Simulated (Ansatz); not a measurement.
System: zinc-blende AlSb. Method: r²SCAN (PAW; Ansatz, an electronic-structure program).

The same calculation (at the measured cell, 28.871 Å³/atom) with different numerical settings:

| run | k mesh | TO(Γ) frequency (cm⁻¹) | rough time |
|---|---|---|---|
| 1 | 4×4×4 | 323.2 | 30 core-s |
| 2 | 6×6×6 | 321.7 | 60 core-s |
| 3 | 8×8×8 | 321.5 | 90 core-s |
| 4 | 12×12×12 | 321.4 | 5 core-min |
| 5 | 16×16×16 | 321.4 | 9 core-min |
| 6 | 20×20×20 | 321.4 | 20 core-min |

In the column zone-centre TO phonon frequency the first row differs from the last by +1.8 and the next to last by 0.0.

The last row is no converged limit: other settings stay fixed.
